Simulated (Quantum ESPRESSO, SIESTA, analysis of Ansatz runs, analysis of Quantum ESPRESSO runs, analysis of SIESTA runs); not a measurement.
# Levels of Mg_Al in AlN (P6_3mc), rung by rung (SIESTA and Quantum ESPRESSO), part 4 of 4

We place the charge-transition levels of Mg_Al in AlN (P6_3mc) with atom-centred orbitals, then repeat the energies at other levels of method to see what holds. Model: a cell of 72 host atoms with 1 Al taken out and 1 Mg put in.

SIESTA and Quantum ESPRESSO ; SIESTA numerical-orbital DFT, PBEsol, DZP basis, PseudoDojo 0.4.1 potentials converted to PSML; charged supercells in a uniform background, point-charge correction with alignment at far sites.

So far. Step 4 (Corrections and levels): So at this level: (0/−1) at 0.23 eV (-0.01 without the correction), in a gap of 4.15 eV. Before or after the correction (0/−1) lies near a band edge or past it: the carrier may then sit in a band, where the correction doesn't apply, so this need not be the level of a bound state. Step 5 (SIESTA, PBEsol, DZP, 2×2×2): Against the first level the gap goes from 4.15 to 4.15 eV, and the level that moves most, (0/−1), from 0.23 to 0.25 eV.

### 6. Quantum ESPRESSO, plane waves, PBEsol, k = ¼

Level of this step: Quantum ESPRESSO plane-wave DFT, PBEsol, PseudoDojo 0.4.1 SR PBEsol standard potentials; single point of a defect supercell at fixed charge in a uniform background (Quantum ESPRESSO).

The same functional and the same PseudoDojo potentials in plane waves, on the same structures: what changes is the basis alone.

File pw.in:

```
&CONTROL
  calculation = 'scf'
  prefix = 'pwscf'
  outdir = './tmp'
  pseudo_dir = './pseudo'
  tprnfor = .true.
  disk_io = 'low'
/
&SYSTEM
  ibrav = 0
  nat = 72
  ntyp = 3
  ecutwfc = 84
  nbnd = 152
  occupations = 'smearing'
  smearing = 'fd'
  degauss = 0.00073499
  tot_charge = -1
  nosym = .true.
/
&ELECTRONS
  conv_thr = 7d-08
  electron_maxstep = 100
  mixing_beta = 0.5
/
ATOMIC_SPECIES
Al    26.9815 Al.upf
N     14.0070 N.upf
Mg    24.3050 Mg.upf
CELL_PARAMETERS angstrom
   9.3670590000   -0.0000180000    0.0000000000
  -4.6835430000    8.1121020000    0.0000000000
   0.0000000000    0.0000000000   10.0108300000
ATOMIC_POSITIONS crystal
Al     0.2219945809    0.1114035543    0.2498976608
Al     0.1093289560    0.2228750289    0.4989761089
[... 8 atom lines left out ...]
N      0.2053322938    0.4368021625    0.4358720506
[... 21 atom lines left out ...]
Al     0.5556867514    0.4437253134    0.2498115541
Mg     0.4433939221    0.5557912094    0.4989104800
N      0.5620342130    0.4374941435    0.4357737570
[... 4 atom lines left out ...]
N      0.4441088046    0.5560212376    0.7045721484
[... 2 atom lines left out ...]
N      0.5624006448    0.7935678229    0.4356244188
[... 28 atom lines left out ...]
N      0.7776342499    0.8891840854    0.6905506337
K_POINTS crystal
1
0.25 0.25 0.25 1.0
```

File pp_potential.in:

```
&INPUTPP
  prefix = 'pwscf'
  outdir = './tmp'
  filplot = 'potential.dat'
  plot_num = 11
/
&PLOT
  nfile = 1
  filepp(1) = 'potential.dat'
  iflag = 3
  output_format = 6
  fileout = 'potential.cube'
/
```

The run is started by

```bash
$ OMP_NUM_THREADS=1 pw.x -in pw.in > pw.out
$ OMP_NUM_THREADS=1 pp.x -in pp_potential.in > pp_potential.out
```

The program printed:

```text
This program is part of the open-source Quantum ESPRESSO suite
     for quantum simulation of materials; please cite
         "P. Giannozzi et al., J. Phys.:Condens. Matter 21 395502 (2009);
         "P. Giannozzi et al., J. Phys.:Condens. Matter 29 465901 (2017);
         "P. Giannozzi et al., J. Chem. Phys. 152 154105 (2020);
          URL
     in publications or presentations arising from this work. More details at

     Subspace diagonalization in iterative solution of the eigenvalue problem:
     a serial algorithm will be used

     G-vector sticks info
     --------------------
     sticks:   dense  smooth     PW     G-vecs:    dense   smooth      PW
     Sum        7267    7267   1891               534153   534153   71163

     Using Slab Decomposition

     bravais-lattice index     =            0
     lattice parameter (alat)  =      17.7012  a.u.
     unit-cell volume          =    5133.3735 (a.u.)^3
     number of atoms/cell      =           72
     number of atomic types    =            3
     number of electrons       =       296.00
     number of Kohn-Sham states=          152
     kinetic-energy cutoff     =      84.0000  Ry
     charge density cutoff     =     336.0000  Ry
     scf convergence threshold =      7.0E-08
     mixing beta               =       0.5000
     number of iterations used =            8  plain     mixing
     Exchange-correlation= PBESOL
                           (   1   4  10   8   0   0   0)

     celldm(1)=  17.701176  celldm(2)=   0.000000  celldm(3)=   0.000000
     celldm(4)=   0.000000  celldm(5)=   0.000000  celldm(6)=   0.000000

     crystal axes: (cart. coord. in units of alat)
               a(1) = (   1.000000  -0.000002   0.000000 )
               a(2) = (  -0.500001   0.866024   0.000000 )
               a(3) = (   0.000000   0.000000   1.068727 )

     reciprocal axes: (cart. coord. in units 2 pi/alat)
               b(1) = (  1.000001  0.577353 -0.000000 )
               b(2) = (  0.000002  1.154703 -0.000000 )
               b(3) = ( -0.000000 -0.000000  0.935693 )

     PseudoPot. # 1 for Al read from file:
     Al.upf
     Pseudo is Norm-conserving + core correction, Zval =  3.0
     Generated using ONCVPSP code by D. R. Hamann
     Using radial grid of 1876 points,  6 beta functions with:
                l(1) =   0
                l(2) =   0
                l(3) =   1
                l(4) =   1
                l(5) =   2
                l(6) =   2

     PseudoPot. # 2 for N  read from file:
     N.upf
     Pseudo is Norm-conserving + core correction, Zval =  5.0
     Generated using ONCVPSP code by D. R. Hamann
     Using radial grid of 1058 points,  4 beta functions with:
[...]
PseudoPot. # 3 for Mg read from file:
     Mg.upf
     Pseudo is Norm-conserving, Zval = 10.0
     Generated using ONCVPSP code by D. R. Hamann
     Using radial grid of 1510 points,  4 beta functions with:
[...]
l(2) =   0
                l(3) =   1
                l(4) =   1

     atomic species   valence    mass     pseudopotential
     Al                3.00    26.98150     Al( 1.00)
     N                 5.00    14.00700     N ( 1.00)
     Mg               10.00    24.30500     Mg( 1.00)

     No symmetry found

   Cartesian axes

     site n.     atom                  positions (alat units)
         1        Al     tau(   1) = (   0.1662926   0.0964778   0.2670724  )
         2        Al     tau(   2) = (  -0.0021089   0.1930150   0.5332693  )
         3        N      tau(   3) = (   0.1655956   0.0964215   0.4706689  )
         4        N      tau(   4) = (  -0.0001129   0.1910310   0.2020647  )
         5        Al     tau(   5) = (   0.1660964   0.0969766   0.8005458  )
         6        Al     tau(   6) = (  -0.0006593   0.1921306   1.0684313  )
         7        N      tau(   7) = (   0.1660113   0.0964324   1.0041910  )
[...]
Davidson diagonalization with overlap
     ethr =  1.00E-02,  avg # of iterations =  2.0

     total energy              =   -1026.32549021 Ry
     estimated scf accuracy    <      19.80298384 Ry

     iteration #  2     ecut=    84.00 Ry     beta= 0.50
     Davidson diagonalization with overlap
     ethr =  6.69E-03,  avg # of iterations =  2.0

     total energy              =   -1032.16991514 Ry
     estimated scf accuracy    <       2.05878513 Ry

     iteration #  3     ecut=    84.00 Ry     beta= 0.50
     Davidson diagonalization with overlap
     ethr =  6.96E-04,  avg # of iterations =  2.0

     total energy              =   -1032.17741991 Ry
     estimated scf accuracy    <       0.31617390 Ry

     iteration #  4     ecut=    84.00 Ry     beta= 0.50
     Davidson diagonalization with overlap
     ethr =  1.07E-04,  avg # of iterations =  5.0

     total energy              =   -1032.32652970 Ry
     estimated scf accuracy    <       0.54726448 Ry

     iteration #  5     ecut=    84.00 Ry     beta= 0.50
     Davidson diagonalization with overlap
     ethr =  1.07E-04,  avg # of iterations =  2.0

     total energy              =   -1032.35869468 Ry
     estimated scf accuracy    <       0.07227139 Ry

     iteration #  6     ecut=    84.00 Ry     beta= 0.50
     Davidson diagonalization with overlap
     c_bands:  3 eigenvalues not converged
     ethr =  2.44E-05,  avg # of iterations = 20.0

     total energy              =   -1032.36112633 Ry
     estimated scf accuracy    <       0.01933572 Ry

[...]
c_bands:  1 eigenvalues not converged
[...]
total energy              =   -1032.36506936 Ry
[...]
iteration # 11     ecut=    84.00 Ry     beta= 0.50
     Davidson diagonalization with overlap
     ethr =  5.87E-10,  avg # of iterations =  4.0

     total energy              =   -1032.36506948 Ry
     estimated scf accuracy    <       0.00000110 Ry

     iteration # 12     ecut=    84.00 Ry     beta= 0.50
     Davidson diagonalization with overlap
     ethr =  3.70E-10,  avg # of iterations =  2.0

     total energy              =   -1032.36506940 Ry
     estimated scf accuracy    <       0.00000040 Ry

     iteration # 13     ecut=    84.00 Ry     beta= 0.50
     Davidson diagonalization with overlap
     ethr =  1.36E-10,  avg # of iterations =  3.0

     End of self-consistent calculation

          k = 0.2500 0.4330 0.2339 ( 66754 PWs)   bands (ev):

   -64.7673 -31.7870 -31.7787 -31.7751  -7.8893  -7.5975  -7.5126  -7.4214
    -7.1728  -7.0349  -6.7412  -6.7223  -6.6655  -6.4857  -6.4103  -6.3903
    -6.3400  -6.3059  -6.2460  -6.1833  -6.0717  -6.0498  -6.0309  -5.9967
    -5.9541  -5.9108  -5.8829  -5.8630  -5.8346  -5.7639  -5.7059  -5.6801
    -5.6739  -5.5780  -5.5730  -5.5457  -5.4281  -5.2499  -5.2149  -5.1872
     1.2656   1.2812   1.3793   1.4370   1.4668   1.4861   1.6307   1.6781
[...]
5.9602   5.9866   6.0190   6.0394   6.0460   6.0700   6.0874   6.1145
     6.1280   6.1649   6.2149   6.2829   6.3182   6.4019   6.4989   6.5157
     6.5362   6.6778   6.9397   6.9633  12.0090  12.0450  12.1589  12.3075

     the Fermi energy is     7.5778 ev

!    total energy              =   -1032.36506948 Ry
     estimated scf accuracy    <       0.00000002 Ry
     smearing contrib. (-TS)   =       0.00000000 Ry
     internal energy E=F+TS    =   -1032.36506948 Ry

     The total energy is F=E-TS. E is the sum of the following terms:
     one-electron contribution =    -148.28554703 Ry
     hartree contribution      =     255.18036616 Ry
     xc contribution           =    -316.61066085 Ry
     ewald contribution        =    -822.64922776 Ry

     convergence has been achieved in  13 iterations

     Forces acting on atoms (cartesian axes, Ry/au):

     atom    1 type  1   force =    -0.00017171   -0.00004832   -0.00006889
     atom    2 type  1   force =     0.00028160    0.00206657   -0.00064343
     atom    3 type  2   force =     0.00026527   -0.00011908    0.00045720
     atom    4 type  2   force =     0.00016466    0.00000198    0.00043958
     atom    5 type  1   force =    -0.00016714   -0.00008453   -0.00060479
     atom    6 type  1   force =    -0.00014921    0.00028691   -0.00025411
[...]
atom   70 type  1   force =    -0.00056231   -0.00009264   -0.00035289
     atom   71 type  2   force =    -0.00005725    0.00040889    0.00048478
     atom   72 type  2   force =     0.00014417    0.00000033    0.00056910

     Total force =     0.011484     Total SCF correction =     0.000044

=------------------------------------------------------------------------------=
   JOB DONE.
=------------------------------------------------------------------------------=
```

It took 12 min on 1 MPI rank of Arm Neoverse V1, shared host; peak memory 2.2 GiB.

On the kept structures the largest force at this level is 0.16 eV/Å, so they are not at rest here, and a relaxation would lower the states by unlike amounts.

By state, in eV; the first energy still holds the atoms taken out or put in:

```
charge  moment (μB)  energy over the host, electrons at the valence top  point-charge term  potential shift at far sites  its spread  correction
    −1            0                                            -1547.15              0.266                         0.009       0.019       0.257
     0            1                                            -1547.14              0.000                             -           -       0.000
```

Against the first level the gap goes from 4.15 to 4.02 eV, and the level that moves most, (0/−1), from 0.23 to 0.25 eV; counted from the conduction bottom it moves by 0.15 eV, so it follows the valence band more closely, by this count alone (no common zero is set between the two levels of method).

### 7. Side by side

Gap and levels in eV, each above its own valence top, and the processor time of the defect runs (shared machines):

```
                             level of method   gap  (0/−1)           runs  core time
                  SIESTA, PBEsol, DZP, k = ¼  4.15    0.23    relaxations      4.5 h
                  SIESTA, PBEsol, DZP, 2×2×2  4.15    0.25  single points     58 min
Quantum ESPRESSO, plane waves, PBEsol, k = ¼  4.02    0.25  single points     47 min
```

Formation energies in eV with the Fermi level at the valence top and the elements as references, each run at its own level:

```
           level of method     0    −1
SIESTA, PBEsol, DZP, k = ¼  3.66  3.89
SIESTA, PBEsol, DZP, 2×2×2  3.62  3.87
```

### 8. Outcome

```yaml
gap_of_the_host_siesta_pbesol: 4.15 eV
largest_difference_in_a_level_orbitals_against_plane_waves: 0.02 eV
difference_in_the_gap_orbitals_less_plane_waves: 0.13 eV
level_0_minus_1_siesta_pbesol_dzp_k: 0.23 eV above the valence top, near a band edge before or after the correction
level_0_minus_1_siesta_pbesol_dzp_2x2x2: 0.25 eV above the valence top, near a band edge before or after the correction
```

At the level trusted most (SIESTA, PBEsol, DZP, 2×2×2) the charge changes at 0.25 eV (0/−1) above the valence top, in a gap of 4.15 eV. Without the point-charge correction (0/−1) would lie near a band edge or past it, so the depth rests on a correction that holds for a bound carrier alone. At charge 0, 65 % of the majority spin on the atoms lies within 4 Å of the centre, against 39 % for an even spread over the atoms of the kind that holds most of it, between a bound and a band state. Orbitals and plane waves agree on the levels within 0.02 eV ((0/−1) differs most) and on the gap within 0.13 eV, so the orbital basis serves for these levels. The formation energy turns negative for some Fermi levels (Al-rich), which would push the Fermi level away from there. The formation energy turns negative for some Fermi levels (N-rich), which would push the Fermi level away from there. Only the charges −1 and 0 were placed; others may be stable too. Compounds of Mg with the host's elements are not counted; they lower the chemical potential of the dopant and raise these formation energies. What this leaves open: PBEsol makes the gap too small and tends to spread out bound carriers; where a gas molecule sets a chemical potential or the host's formation energy, its binding is uncorrected.

[Logs are printed without paths, hosts, clocks, repeated set-up lines and the standing remarks that a program may print on its own settings, such as how far it seeks lower states.]

[Hosts, paths, dates, database ids (printed as entryN), source tags and the programs' standing remarks are cut or masked in the printed files.]

[For some hosts the program warned that the k-mesh of the response run may be too coarse for force constants and the static dielectric constant; such warnings are not shown here.]

[Charge tables in the logs are Mulliken or Hirshfeld populations, whose sizes and signs can differ; where basis functions stand at a vacancy, SIESTA counts their charge against the missing atom's valence.]

[In relaxation paths of CP2K, step 0 can be the structure after the first move, since the trajectory file begins there, and the last row can be the final structure solved once more.]
